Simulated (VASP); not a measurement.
CdTe:

```
Cd Te
1.0
     0.00000    3.24780    3.24780
     3.24780    0.00000    3.24780
     3.24780    3.24780    0.00000
Cd Te
1 1
Cartesian
  0.0000 0.0000 0.0000
  1.6239 1.6239 1.6239
```

Base run:

* Program: VASP 6.6.1
* Functional: PBE-EpsX
* Potentials or basis: VASP PAW PBE potentials, release 64 (Cd, Te)
* Cutoff: 520 eV
* k mesh: 6 × 6 × 6
* Occupations: gaussian, width 0.03 eV
* Spin: no spin polarisation

Its results: band gap on the k mesh 1.25 eV, direct; pressure 1.9 GPa.

Q: The run is repeated on the same cell with these changes: functional from PBE-EpsX to PBE. What comes out?

A: Band gap on the k mesh 0.75 eV, direct; pressure 2.4 GPa.

PBE-EpsX gives the wider gap, since exact exchange removes part of the self-interaction.

Caveats: spin-orbit coupling is left out, which moves the levels of the heavy elements; the PAW data sets were made with another functional, which shifts forces and pressure a little (some runs).
